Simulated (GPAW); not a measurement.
ZnS:

```xyz
2
Lattice="0.0000 2.7020 2.7020 2.7020 0.0000 2.7020 2.7020 2.7020 0.0000" Properties=species:S:1:pos:R:3 pbc="T T T"
Zn    4.0530    4.0530    4.0530
S     0.0000    0.0000    0.0000
```

Program: GPAW 26.7.0. Alike in all runs: task band structure; no spin polarisation; cell as given; k mesh 7 × 7 × 7; cutoff (eV) 600; smearing fermi-dirac 0.05 eV.

Task: Order these runs on this cell by their band gap on the k mesh, lowest first.
A. level r2SCAN; potentials or basis GPAW PAW data sets (gpaw-data 1.2.1), pw; band points 80
B. level LDA; potentials or basis the program's PAW data sets (release 1.2.1) made for this functional, newer versions, pw; band points 60; data set S v3
C. level GLLB-SC; potentials or basis the program's PAW data sets (release 1.2.1) made for this functional, pw; band points 80

Result: B (1.86 eV), A (2.67 eV), C (3.59 eV).

Caveats: the GLLB-SC gap is the Kohn-Sham gap of the path plus the derivative discontinuity (some runs); a model potential gives levels but no total energy (some runs).
